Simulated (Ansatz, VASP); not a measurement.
## One calculation of LiF, two programs

Contents of INCAR:

```
  PREC = Accurate
  ENCUT = 520
  EDIFF = 1E-6
  ISMEAR = 0
  SIGMA = 0.01
  LREAL = F
  LASPH = T
  NELM = 100
  ALGO = Normal
  ISIF = 2
  LWAVE = F
  LCHARG = F
  GGA = PS
  NBANDS = 12
```

KPOINTS

```
Automatic mesh
0
Gamma
  8 8 8
```

The input POSCAR:

```
LiF
1.0
    2.5162584438      0.0000000000      0.0000000000
    0.0000000000      2.5162584438      0.0000000000
    0.0000000000      0.0000000000      2.5162584438
Li F
1 1
Direct
    0.0000000000      0.0000000000      0.0000000000
    0.5000000000      0.5000000000      0.5000000000
```

Input for Ansatz:

```yaml
crystal:
  lattice:
    - [2.5162584438, 0.0, 0.0]
    - [0.0, 2.5162584438, 0.0]
    - [0.0, 0.0, 2.5162584438]
  atoms:
    - { symbol: Li, position: [0.0, 0.0, 0.0] }
    - { symbol: F, position: [0.5, 0.5, 0.5] }
kpoints:
  mp_grid: { grid: [8, 8, 8] }
hamiltonian:
  xc: pbesol
scf:
  occupations: { method: fixed }
  n_extra_bands: 4
output:
  forces: true
  stress: true
  eigenvalues: true
```

The cell was built by a generator and needn't be a form met in nature.

Alike in both runs: task single point; functional PBEsol; k mesh 8 × 8 × 8; no spin polarisation.

```csv
,VASP,Ansatz
version,VASP 6.6.1,Ansatz 0.2.0
potentials or method,"VASP PAW PBE potentials, release 64 (Li_sv, F)","plane waves, PAW"
plane-wave cutoff (eV),520,420
occupations,"gaussian, width 0.01 eV",fixed
valence electrons in the cell,10,10
```

```tsv
	VASP	Ansatz	Ansatz less VASP
gap on the k mesh at the Fermi level (eV)	7.81	7.80	-0.014
```

 PBEsol gaps usually lie below the measured ones, often by a third to a half. A k mesh can miss the band edges.
